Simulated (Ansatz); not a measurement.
Crystal: GaP.

```
CELL_PARAMETERS angstrom
0.00000 2.72525 2.72525
2.72525 0.00000 2.72525
2.72525 2.72525 0.00000
ATOMIC_POSITIONS crystal
Ga 0.00000 0.00000 0.00000
P 0.75000 0.75000 0.75000
```

```yaml
Program: Ansatz 0.2.0
Task: relaxation of cell and atoms
Functional: RPBE
Dispersion: D3(BJ)
Potentials_or_basis: Ansatz PAW
Cutoff: "420 eV (not typed: the program's choice for these potentials)"
k_mesh: 8 × 8 × 8
Occupations: fermi-dirac, width 0.05 eV
Spin: no spin polarisation
```

At the start: volume 20.24 Å³/atom.

Q: Where does the relaxation end?

A: It ends after 5 steps and the volume is 18.59 Å³/atom (-8.1 %); space group F-43m (No. 216, to 0.05 Å).

Step by step:
```
step  energy change (eV)  largest force (eV/Å)  volume (Å³)
   1              0.0000                0.0000        40.48
   2             -0.0683                0.0000        38.21
   3             -0.0767                0.0000        37.03
   4             -0.0769                0.0000        37.19
   5             -0.0760                0.0000        37.19
```

Final structure:
```
Ga P
1.0
     0.00000    2.64930    2.64930
     2.64930    0.00000    2.64930
     2.64930    2.64930    0.00000
Ga P
1 1
Direct
  0.00000 0.00000 0.00000
  0.75000 0.75000 0.75000
```

Caveat: the plane-wave basis is chosen anew once the cell has moved, so the energies of steps on either side of that aren't comparable; the PAW data sets come from PBE, with cores solved anew for the run's functional, which leaves a small shift of forces and pressure.
